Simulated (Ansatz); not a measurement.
# CdO (Monteponite) (Fm-3m) in Ansatz: a series of runs

Aim: see how the results for CdO (Monteponite) move with the level of theory and the settings. Levels: PBE, BLYP+D3(BJ). Tasks: single point, relaxation of cell and atoms.

All numbers are computed with Ansatz 0.2.0; they aren't measurements. Logs are shortened: lines on timing, memory, paths and dates and some standing lists are left out, and cuts for length are marked.

### 1 Starting point

Symmetry: Fm-3m, No. 225, cubic system. The conventional cell has a = 4.699 Å, b = 4.699 Å, c = 4.699 Å, α = 90.00°, β = 90.00°, γ = 90.00°. Around Cd (site symmetry m-3m) lie 6 O at 2.35 Å. O (site symmetry m-3m) has 6 Cd at 2.35 Å as nearest neighbours.

### 2 Single point, PBE

input.yaml

```yaml
crystal:
  lattice:
    - [0.0, 2.3495, 2.3495]
    - [2.3495, 0.0, 2.3495]
    - [2.3495, 2.3495, 0.0]
  atoms:
    - { symbol: Cd, position: [0.0, 0.0, 0.0] }
    - { symbol: O, position: [0.5, 0.5, 0.5] }
kpoints:
  mp_grid: { grid: [7, 7, 7] }
scf:
  occupations: { method: fermi_dirac, width: 0.04 }
hamiltonian:
  xc: pbe
  pseudopotentials: { kind: all_electron, lapw: { basis_error: 0.003 } }
output:
  forces: true
  stress: true
  eigenvalues: true
```

Potentials or basis: all-electron LAPW, scalar-relativistic.

On the command line:

```sh
> ansatz run input.yaml --threads 1 --pin off --max-ram 3072MiB --backend cpu --events-out ev --progress --plain --runs-dir out
```

Standard output:

```text
Warning: RAYON_NUM_THREADS=1 ignored (pool sized by the plan → 1); use --threads N
LAPW: plane waves up to 8.409 Å⁻¹, error target 3.0e-3 eV per atom; small_component_spin mean_spin; O in spheres of 1.042 Å, 6 of its electrons in bands, Dirac shells []; Cd in spheres of 1.307 Å, 20 of its electrons in bands, Dirac shells [] (how accurate: hamiltonian.pseudopotentials.lapw.basis_error, Limitations)
Engine: ansatz 0.2.0, aarch64-unknown-linux-gnu
Pseudopotentials: kind: all_electron
Pseudopotential: Cd, LAPW, valence charge 20, lapw/all_electron/scalar/gaussian/Cd, Koelling and Harmon's equation, gaussian nucleus
Pseudopotential: O, LAPW, valence charge 6, lapw/all_electron/scalar/gaussian/O, Koelling and Harmon's equation, gaussian nucleus
Functional definition: PBE
  parameter kappa = 0.804
  parameter beta = 0.06672455060314922
  exchange = pbe_x(kappa = kappa, mu = beta*pi^2/3)
  correlation = pbe_c(beta = beta)
Crystal: 2 atoms, lattice volume = 25.939 Å³
Basis set: ecut = 269.3983729173723 eV, 259 PW (Γ), exchange–correlation at level 2
Bands: 17, of which v1, the nominal top of the filled ones, is band 13 counted from 1 (12 counted from 0)
Symmetry: 48 space group operations
Space group: Fm-3m (ITA 225), of the structure as read, at distance tolerance 3.0e-5 Å
k-points: 20 of 343
Non-local potential: Cd, projectors of the file, none
Non-local potential: O, projectors of the file, none
Initial density: superposition of atomic densities (chi_scale 0.1, normalization cell, long waves kept (reshape's long-wave potential 0.00 eV rms))
Initial wavefunctions: plane waves of lowest kinetic energy (no species holds an atomic orbital)
Functional: x = pbe(κ = 0.804, μ = 0.2195149727645171), c = pbe(β = 0.06672455060314922)
iter 1 solved again at ethr=1.28e-2 eV; its pass at ethr=1.00e-1 eV (dr2=3.33e0 eV) is discarded
SCF iter   1: F=—  HF=-154285.151205 eV  |F-HF|=—  |Δ(HF+E_count)|=         —  Δρ=9.67e-2  dr2=3.33e0  ethr=1.28e-2  ⟨swp⟩=2.0  Hψ=2249  notcnv=0
preconditioner: auto → none  [insulator: Δε(μ)=1.206 eV  Ē_g=15.579 eV  σ=0.040 eV  W_gap=1.00  n_scr=14 (ndim 8)  ℏωp=30.9 eV  f_vac=0.000  D(μ)=0.00/eV (n_scr^D=0)  ε∞_Penn≈4.9]
SCF iter   2: F=—  HF=-154284.348616 eV  |F-HF|=—  |Δ(HF+E_count)|=   8.03e-1  Δρ=4.82e-2  dr2=6.77e-1  ethr=1.28e-2  ⟨swp⟩=3.0  Hψ=1098  notcnv=0
SCF iter   3: F=—  HF=-154283.372734 eV  |F-HF|=—  |Δ(HF+E_count)|=   9.76e-1  Δρ=1.47e-2  dr2=7.94e-2  ethr=2.60e-3  ⟨swp⟩=3.0  Hψ=1081  notcnv=0
iter 4 solved again at ethr=8.94e-6 eV; its pass at ethr=3.06e-4 eV (dr2=2.32e-3 eV) is discarded
SCF iter   4: F=—  HF=-154283.359987 eV  |F-HF|=—  |Δ(HF+E_count)|=   1.27e-2  Δρ=2.52e-3  dr2=2.32e-3  ethr=8.94e-6  ⟨swp⟩=2.0  Hψ=1701  notcnv=0
SCF iter   5: F=—  HF=-154283.356074 eV  |F-HF|=—  |Δ(HF+E_count)|=   3.91e-3  Δρ=1.44e-3  dr2=7.41e-4  ethr=8.94e-6  ⟨swp⟩=2.0  Hψ=943  notcnv=0
SCF iter   6: F=—  HF=-154283.355684 eV  |F-HF|=—  |Δ(HF+E_count)|=   3.89e-4  Δρ=2.09e-4  dr2=1.44e-5  ethr=2.85e-6  ⟨swp⟩=2.0  Hψ=941  notcnv=0
SCF iter   7: F=-154283.355684 eV  HF=-154283.355684 eV  |F-HF|=5.62e-8  |Δ(HF+E_count)|=   1.85e-7  Δρ=1.43e-5  dr2=4.65e-8  ethr=5.55e-8  ⟨swp⟩=2.0  Hψ=941  notcnv=0
SCF 1 converged in 7 iterations: F = -154283.355684 eV  dr2 = 4.65e-8
SCF converged after 7 iterations
Free energy (F): -154283.355684 eV
Harris-Foulkes:  -154283.355684 eV  (|F-HF|=5.62e-8)
Internal energy: -154283.354566 eV  (E = F + TS)
E sigma→0 (E₀):  -154283.355125 eV
Entropy (-TS):   -0.001118 eV (-0.559 meV/atom)
Fermi energy:    13.742994 eV
--- Per-component energies (eV) ---
  E_band       = -326.621087
  E_kinetic    = 161522.491779
  E_xc         = -4443.465235
  E_electrostatic = -311362.381110  (all electrons and nuclei)
  E_smearing   = -0.001118  (= −TS)
  E_closure    = 0.000000  (closes the sum)
  E_atoms      = -154275.600110  (free atoms, spherical and without spin; not in F)
  Σ components = -154283.355684   (vs F -154283.355684, Δ=0.00e0)
  Basis errors (estimates in eV, not in F): energy 1.0e-3 per atom: plane waves 9.8e-4 (5.4e-4 summed), levels above the bands 4.5e-145, relativity 2.0e-7, radial functions 5.6e-5, core shells 2.7e-6; eigenvalues (radial functions only) 1.6e-4; not estimated: angular momenta, meshes, grids; target (lapw.basis_error) 3.0e-3; muffin-tin radii O 1.042 Å, Cd 1.307 Å
--- Forces (eV/Å), atoms counted from 1 ---
  atom   1  Cd    -0.00000000     0.00000000    -0.00000000
  atom   2  O      0.00000000    -0.00000000    -0.00000000
  max |Σ_I F_I| component: 7.23e-31 eV/Å
--- Stress (GPa, compression-positive) ---
        6.115902       0.000000       0.000000
        0.000000       6.115902       0.000000
        0.000000       0.000000       6.115902
  P = ⅓ Tr σ = 6.1159 GPa (61.159 kbar)
--- Band table (eV; the first three rows and the last of 20) ---
  k-point 0: bands = ["-86.7461", "-47.8349", "-47.8349", "-47.8349", "-3.6856", "6.9668", "6.9668", "6.9668", "7.2702", "7.2702", "12.3097", "12.3097", "12.3097", "13.2652", "28.1954", "30.7057", "30.7057"]
  k-point 1: bands = ["-86.7460", "-47.8381", "-47.8354", "-47.8354", "-3.5489", "6.8777", "6.9653", "6.9653", "7.1757", "7.1757", "11.0094", "12.5833", "12.5833", "14.8726", "26.2408", "29.2154", "29.2154"]
  k-point 2: bands = ["-86.7455", "-47.8452", "-47.8365", "-47.8365", "-3.2225", "6.5252", "6.6609", "6.6609", "7.3234", "7.3234", "10.0762", "13.1607", "13.1607", "16.7337", "23.1668", "27.0668", "27.0668"]
  k-point 19: bands = ["-86.7448", "-47.8467", "-47.8458", "-47.8408", "-2.9392", "6.6267", "6.8435", "6.9413", "7.6067", "7.7539", "10.5881", "10.7082", "12.2160", "19.7069", "22.1038", "22.4507", "25.2826"]
```

It took 3.7 s on 1 thread of Arm Neoverse V1, shared host; peak memory 0.24 GiB.

Results:

```yaml
Free_energy: -154283.3557 eV
Pressure: 6.1 GPa
Band_gap_on_the_k_mesh: none (metal or under the smearing width)
```

Caveat: the k mesh is thin for a metal, which can move the energy by tens of meV per atom; this crystal is a semiconductor, whose small gap the functional closes, so the metal is an error of the method.

### 3 Single point, PBE

input.yaml

```yaml
crystal:
  lattice:
    - [0.0, 2.3495, 2.3495]
    - [2.3495, 0.0, 2.3495]
    - [2.3495, 2.3495, 0.0]
  atoms:
    - { symbol: Cd, position: [0.0, 0.0, 0.0] }
    - { symbol: O, position: [0.5, 0.5, 0.5] }
kpoints:
  mp_grid: { grid: [10, 10, 10] }
scf:
  occupations: { method: gaussian, width: 0.017 }
hamiltonian:
  xc: pbe
  pseudopotentials: { kind: all_electron, lapw: { basis_error: 0.001 } }
output:
  forces: true
  stress: true
  eigenvalues: true
```

Potentials or basis: all-electron LAPW, scalar-relativistic.

On the command line:

```sh
> ansatz run input.yaml --threads 1 --pin off --max-ram 3072MiB --backend cpu --events-out ev --progress --plain --runs-dir out
```

It took 8.6 s on 1 thread of Arm Neoverse V1, shared host; peak memory 0.31 GiB.

Results (log left out):

```
Free energy            : -154283.3559 eV
Pressure               : 6.1 GPa
Band gap on the k mesh : none (metal or under the smearing width)
```

Levels at points of the mesh, in eV from the Fermi level:
| k point | band 16 | band 17 | band 18 | band 19 | band 20 | band 21 | band 22 | band 23 |
| --- | --- | --- | --- | --- | --- | --- | --- | --- |
| (0.00, 0.00, 0.00) | -6.42 | -1.37 | -1.37 | -1.37 | -0.42 | 14.51 | 17.02 | 17.02 |
| (0.00, 0.00, -0.50) | -6.17 | -3.82 | -0.01 | -0.01 | 4.43 | 7.31 | 11.87 | 11.87 |
| (0.00, -0.50, -0.50) | -5.72 | -4.33 | -2.33 | -2.33 | 3.90 | 8.51 | 11.22 | 13.30 |

Caveat: this crystal is a semiconductor, whose small gap the functional closes, so the metal is an error of the method.

### 4 Single point, PBE

input.yaml: that of step 3 with these lines changed.

```diff
@@ -11,3 +11,3 @@
 scf:
-  occupations: { method: gaussian, width: 0.017 }
+  occupations: { method: gaussian, width: 0.011 }
 hamiltonian:
```

On the command line:

```sh
> ansatz run input.yaml --threads 1 --pin off --max-ram 3072MiB --backend cpu --events-out ev --progress --plain --runs-dir out
```

Wall time 9.1 s (1 thread of Arm Neoverse V1, shared host); peak memory 0.31 GiB.

It converged, with:

* Free energy: -154283.3559 eV
* Pressure: 6.1 GPa
* Band gap on the k mesh: none (metal or under the smearing width)

Levels at points of the mesh, in eV from the Fermi level:
```csv
k point,band 16,band 17,band 18,band 19,band 20,band 21,band 22,band 23
"(0.00, 0.00, 0.00)",-6.41,-1.37,-1.37,-1.37,-0.42,14.51,17.02,17.02
"(0.00, 0.00, -0.50)",-6.16,-3.81,-0.01,-0.01,4.43,7.32,11.88,11.88
"(0.00, -0.50, -0.50)",-5.71,-4.32,-2.33,-2.33,3.91,8.51,11.23,13.30
```

Caveat: this crystal is a semiconductor, whose small gap the functional closes, so the metal is an error of the method.

### 5 Relaxation of cell and atoms, BLYP+D3(BJ)

input.yaml: that of step 4 with these lines changed.

```diff
@@ -11,5 +11,6 @@
 scf:
-  occupations: { method: gaussian, width: 0.011 }
+  occupations: { method: fermi_dirac, width: 0.05 }
 hamiltonian:
-  xc: pbe
+  xc: blyp
+  dispersion: d3bj
   pseudopotentials: { kind: all_electron, lapw: { basis_error: 0.001 } }
@@ -18,2 +19,5 @@
   stress: true
-  eigenvalues: true
+relax:
+  f_tol: 0.005
+  max_steps: 60
+  cell: {}
```

Potentials or basis: all-electron LAPW, scalar-relativistic.

On the command line:

```sh
> ansatz run input.yaml --threads 1 --pin off --max-ram 3072MiB --backend cpu --events-out ev --progress --plain --runs-dir out
```

Standard output:

```text
Warning: RAYON_NUM_THREADS=1 ignored (pool sized by the plan → 1); use --threads N
The last accepted step is kept in <dir> (removed where the run ends without a failure and the disk answers)
LAPW: plane waves up to 9.257 Å⁻¹, error target 1.0e-3 eV per atom; small_component_spin mean_spin; O in spheres of 1.014 Å, 8 of its electrons in bands, Dirac shells []; Cd in spheres of 1.265 Å, 30 of its electrons in bands, Dirac shells [] (how accurate: hamiltonian.pseudopotentials.lapw.basis_error, Limitations)
Engine: ansatz 0.2.0, aarch64-unknown-linux-gnu
Pseudopotentials: kind: all_electron
Pseudopotential: Cd, LAPW, valence charge 30, lapw/all_electron/scalar/gaussian/Cd, Koelling and Harmon's equation, gaussian nucleus
Pseudopotential: O, LAPW, valence charge 8, lapw/all_electron/scalar/gaussian/O, Koelling and Harmon's equation, gaussian nucleus
Functional definition: BLYP
  parameter beta = 0.0042
  parameter a = 0.04918
  parameter b = 0.132
  parameter c = 0.2533
  parameter d = 0.349
  exchange = b88_x(beta = beta)
  correlation = lyp_c(a = a, b = b, c = c, d = d)
Crystal: 2 atoms, lattice volume = 25.939 Å³
Basis set: ecut = 326.48182501099336 eV, 331 PW (Γ), exchange–correlation at level 2
Bands: 23, of which v1, the nominal top of the filled ones, is band 19 counted from 1 (18 counted from 0)
Symmetry: 48 space group operations
Space group: Fm-3m (ITA 225), of the structure as read, at distance tolerance 3.0e-5 Å
k-points: 47 of 1000
Non-local potential: Cd, projectors of the file, none
Non-local potential: O, projectors of the file, none
Initial density: superposition of atomic densities (chi_scale 0.1, normalization cell, long waves kept (reshape's long-wave potential 0.00 eV rms))
Initial wavefunctions: plane waves of lowest kinetic energy (no species holds an atomic orbital)
Functional: x = b88, c = lyp
iter 1 solved again at ethr=1.05e-2 eV; its pass at ethr=1.00e-1 eV (dr2=4.00e0 eV) is discarded
SCF iter   1: F=—  HF=-154304.281113 eV  |F-HF|=—  |Δ(HF+E_count)|=         —  Δρ=1.07e-1  dr2=4.00e0  ethr=1.05e-2  ⟨swp⟩=2.0  Hψ=6367  notcnv=0
[... 31 lines left out ...]
iter 4 solved again at ethr=5.55e-11 eV; its pass at ethr=1.22e-9 eV (dr2=2.11e-8 eV) is discarded
SCF iter   4: F=-154302.177953 eV  HF=-154302.177953 eV  |F-HF|=3.84e-8  |Δ(HF+E_count)|=   2.83e-7  Δρ=9.12e-6  dr2=2.11e-8  ethr=5.55e-11  ⟨swp⟩=2.0  Hψ=5356  notcnv=0
SCF 3 converged in 4 iterations: F = -154302.177953 eV  dr2 = 2.11e-8
relax step   3: F+E_penalty+E_count = -154302.17795289 eV  Δ(F+E_penalty+E_count) = -2.475e-4 eV  max|allowed force component| = 1.298e-30 eV/Å  Δτ_max = 0.0000 Å  P = -0.034 GPa  Ω = 26.685 Å³  (4 SCF iters, accepted)
iter 1 solved again at ethr=5.83e-11 eV; its pass at ethr=1.00e-1 eV (dr2=2.22e-8 eV) is discarded
SCF iter   1: F=—  HF=-154302.177947 eV  |F-HF|=—  |Δ(HF+E_count)|=         —  Δρ=9.07e-6  dr2=2.09e-8  ethr=5.83e-11  ⟨swp⟩=4.1  Hψ=5715  notcnv=0
preconditioner: auto → none  [insulator: Δε(μ)=0.654 eV  Ē_g=15.328 eV  σ=0.050 eV  W_gap=0.97  n_scr=14 (ndim 8)  ℏωp=30.5 eV  f_vac=0.059  D(μ)=0.04/eV (n_scr^D=0)  ε∞_Penn≈5.0]
SCF iter   2: F=-154302.177952 eV  HF=-154302.177952 eV  |F-HF|=2.31e-8  |Δ(HF+E_count)|=   5.72e-6  Δρ=5.74e-6  dr2=1.22e-8  ethr=5.51e-11  ⟨swp⟩=3.0  Hψ=3462  notcnv=0
SCF 4 converged in 2 iterations: F = -154302.177952 eV  dr2 = 1.22e-8
relax step   4: F+E_penalty+E_count = -154302.17795229 eV  Δ(F+E_penalty+E_count) = +5.989e-7 eV  max|allowed force component| = 7.231e-31 eV/Å  Δτ_max = 0.0000 Å  P = -0.032 GPa  Ω = 26.685 Å³  stress off target by 3.21e-2 GPa  SCF on the basis re-selected at this cell (its energy is not comparable with the rows above)  (2 SCF iters)
basis re-selected at this cell: Δ(F+E_penalty+E_count) = +5.989e-7 eV, ΔP = +0.002 GPa vs the last step (what re-selecting the basis moved, after the strain that the cell walked since its last selection, with what the two solves' SCF thresholds leave and, on support functions, any second-order correction that the steps lacked; it is no measure of the basis error at this ecutwfc). This SCF's stress stands 3.21e-2 GPa from its target on what of the cell is left free (relax.cell.stress_tol is 5.00e-2 GPa) and its largest allowed force component is 7.23e-31 eV/Å (relax.f_tol is 5.00e-3 eV/Å): within both
SCF converged after 2 iterations
Free energy (F): -154302.177952 eV
Harris-Foulkes:  -154302.177952 eV  (|F-HF|=2.31e-8)
Internal energy: -154302.177409 eV  (E = F + TS)
E sigma→0 (E₀):  -154302.177681 eV
Entropy (-TS):   -0.000543 eV (-0.272 meV/atom)
Fermi energy:    13.607336 eV
--- Per-component energies (eV) ---
  E_band       = -5058.879426
  E_kinetic    = 161551.013924
  E_xc         = -4461.235567
  E_electrostatic = -311390.694186  (all electrons and nuclei)
  E_disp       = -1.261580  (pairwise vdW)
  E_smearing   = -0.000543  (= −TS)
  E_closure    = 0.000000  (closes the sum)
  E_atoms      = -154294.013628  (free atoms, spherical and without spin; not in F)
  Σ components = -154302.177952   (vs F -154302.177952, Δ=0.00e0)
  Basis errors (estimates in eV, not in F): energy 4.7e-4 per atom: plane waves 4.5e-4 (2.5e-4 summed), levels above the bands 4.0e-95, relativity 2.7e-7, radial functions 2.4e-5, core shells 7.6e-8; eigenvalues (radial functions only) 5.2e-5; not estimated: angular momenta, meshes, grids; target (lapw.basis_error) 1.0e-3; muffin-tin radii O 1.023 Å, Cd 1.277 Å
--- Forces (eV/Å), atoms counted from 1 ---
  atom   1  Cd     0.00000000     0.00000000    -0.00000000
  atom   2  O      0.00000000     0.00000000    -0.00000000
  max |Σ_I F_I| component: 1.71e-30 eV/Å
--- Stress (GPa, compression-positive) ---
       -0.032137       0.000000       0.000000
        0.000000      -0.032137       0.000000
        0.000000       0.000000      -0.032137
  P = ⅓ Tr σ = -0.0321 GPa (-0.321 kbar)
--- Relaxed structure (3 steps of the walk, 3 accepted, 1 SCFs on fresh bases) ---
  F+E_penalty+E_count = -154302.17795229 eV   max|allowed force component| = 7.231e-31 eV/Å   (the final SCF, on the basis selected at the relaxed cell)
  cell:  # Å, volume = 26.6849 Å³
    - [3.694144723849303e-34, 2.371801244494471, 2.371801244494471]
    - [2.371801244494471, 5.350140634540369e-34, 2.371801244494471]
    - [2.371801244494471, 2.371801244494471, -1.2738430082238982e-35]
  atoms:
    - { symbol: Cd, position: [1.4942795464884203e-36, -1.3875452931688223e-36, -1.707748053129266e-36] }
    - { symbol: O, position: [0.5, 0.5, 0.5] }
```

It took 21 s on 1 thread of Arm Neoverse V1, shared host; peak memory 0.33 GiB.

Results:

```yaml
Free_energy: -154302.1780 eV
Relaxed_volume: 13.34 Å³/atom
Relaxed_cell: a = 3.354 Å, b = 3.354 Å, c = 3.354 Å, α = 60.00°, β = 60.00°, γ = 60.00°
Space_group_after_relaxing_to_0.05_Å: Fm-3m (No. 225)
Energy_gained_by_relaxing: 4.5 meV/atom
Ionic_steps: 4
Pressure_after_relaxing: 0.0 GPa
```

The path:
```
step  energy change (eV)  largest force (eV/Å)  volume (Å³)
   1              0.0000                0.0000        25.94
   2             -0.0087                0.0000        26.81
   3             -0.0089                0.0000        26.68
   4             -0.0089                0.0000        26.68
```

Final structure:
```
Cd O
1.0
     0.00000    2.37180    2.37180
     2.37180    0.00000    2.37180
     2.37180    2.37180    0.00000
Cd O
1 1
Direct
  0.00000 0.00000 0.00000
  0.50000 0.50000 0.50000
```

### 6 Summary

| task | level | cell | k mesh | cutoff (eV) | smearing | basis error allowed | gap on the mesh (eV) | pressure (GPa) |
| --- | --- | --- | --- | --- | --- | --- | --- | --- |
| single point | PBE | as given | 7 × 7 × 7 | 269 | fermi-dirac 0.04 eV | 0.003 eV/atom | none | 6.1 |
| single point | PBE | as given | 10 × 10 × 10 | 306 | gaussian 0.017 eV | 0.001 eV/atom | none | 6.1 |
| single point | PBE | as given | 10 × 10 × 10 | 306 | gaussian 0.011 eV | 0.001 eV/atom | none | 6.1 |
| relaxation of cell and atoms | BLYP+D3(BJ) | relaxed | 10 × 10 × 10 | - | fermi-dirac 0.05 eV | 0.001 eV/atom | - | 0.0 |

Alike in all rows: potentials or basis all-electron LAPW, scalar-relativistic; no spin polarisation.

Every run on the cell as given and a fine mesh finds a metal.

Caveats: this crystal is a semiconductor, whose small gap the functional closes, so the metal is an error of the method (some runs); the k mesh is thin for a metal, which can move the energy by tens of meV per atom (some runs).

Compare energies only between runs with the same functional and basis.
